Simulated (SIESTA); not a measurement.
HgTe under changes of volume

One of the cells (28.929 Å³/atom); the others are scaled copies at fixed shape and fractional positions:

```
CELL_PARAMETERS angstrom
-3.04560 3.04560 1.55941
3.04560 -3.04560 1.55941
3.04560 3.04560 -1.55941
ATOMIC_POSITIONS crystal
Hg 0.75000 0.25000 0.50000
Te 0.00000 0.00000 0.00000
```

Measurements of this composition are mostly on another form, of space group No. 216.

| Item | Value |
| --- | --- |
| Program | SIESTA 5.4.2 |
| Functional | PBEsol |
| Potentials or basis | PseudoDojo 0.4 standard (PBEsol files) |
| Basis | DZP (energy shift 0.003 Ry; two zetas on semicore shells) |
| Grid cutoff | 800 Ry |
| Energy shift | 0.003 Ry |
| k mesh | 10 × 10 × 10 |
| Occupations | fermi-dirac, width 0.05 eV |
| Spin | no spin polarisation |

| volume (Å³/atom) | energy over the lowest point (meV/atom) | pressure (GPa) |
| --- | --- | --- |
| 27.193 | 0.00 | -2.0 |
| 27.772 | 8.99 | -2.9 |
| 28.351 | 21.10 | -3.8 |
| 28.929 | 36.08 | -4.5 |
| 29.508 | 53.52 | -5.2 |
| 30.086 | 73.13 | -5.7 |
| 30.665 | ? | ? |

**Question.** What does the run at 30.665 Å³/atom give?

**Answer.** Energy over the lowest point 94.44 meV/atom; pressure -6.1 GPa.

Worked out: A Birch-Murnaghan fit of order 3 (a polynomial in V^(-2/3)) to the other rows has no minimum within the range. It gives 94.71 meV/atom at 30.665 Å³/atom, against the run's 94.44, and -dE/dV = -6.2 GPa, against -6.1.

Energies are extrapolated to zero smearing.

Caveats: short orbitals over semicore shells can move pressures by several GPa; the basis of atomic orbitals isn't converged, which shifts pressures, moduli and gaps.
